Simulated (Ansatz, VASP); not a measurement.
## Sn in VASP and in Ansatz

File INCAR:

```
SYSTEM = Sn
PREC = Accurate ; ENCUT = 520
EDIFF = 1E-6 ; ISMEAR = 0
SIGMA = 0.15 ; LREAL = .False.
LASPH = .True. ; NELM = 100
ALGO = Fast ; ISIF = 2
LWAVE = .False. ; LCHARG = .True.
LELF = .True. ; LVHAR = .True.
NBANDS = 13
```

Contents of KPOINTS:

```
regular mesh
0
Gamma
  18 18 18
  0 0 0
```

The input POSCAR:

```
Sn
1.0
   -1.8946518192      1.8946518192      2.0367507056
    1.8946518192     -1.8946518192      2.0367507056
    1.8946518192      1.8946518192     -2.0367507056
Sn
1
Direct
    0.0000000000      0.0000000000      0.0000000000
```

Input for Ansatz:

```yaml
crystal:
  lattice:
    - [-1.8946518192, 1.8946518192, 2.0367507056]
    - [1.8946518192, -1.8946518192, 2.0367507056]
    - [1.8946518192, 1.8946518192, -2.0367507056]
  atoms:
    - { symbol: Sn, position: [0.0, 0.0, 0.0] }
basis:
  ecutwfc: 420
kpoints:
  mp_grid: { grid: [18, 18, 18] }
hamiltonian:
  xc: lda
scf:
  occupations: { method: gaussian, width: 0.15 }
output:
  forces: true
  stress: true
  eigenvalues: true
```

Change from the starting cell: strain +0.0750 x Voigt [0, 0, 1, 0, 0, 0], atoms carried along.

Alike in both runs: task single point; functional LDA; k mesh 18 × 18 × 18; occupations gaussian, width 0.15 eV; no spin polarisation.

|  | VASP | Ansatz |
| --- | --- | --- |
| version | VASP 6.6.1 | Ansatz 0.2.0 |
| potentials or method | VASP PAW LDA potentials, release 64 (Sn_d) | scalar-relativistic, plane waves, PAW |
| plane-wave cutoff (eV) | 520 | 420 |
| valence electrons in the cell | 14 | 14 |

VASP gave:

```
gap on the k mesh at the Fermi level (eV)       : none
pressure (GPa)                                  : -5.8
largest component of the traceless stress (GPa) : 0.40
```

**Question.** What did Ansatz give for the same quantities?

**Answer.** gap on the k mesh at the Fermi level (eV): none; pressure (GPa): -5.9; largest component of the traceless stress (GPa): 0.40.

A gap of «none» marks a metal or a gap that the smearing closes.
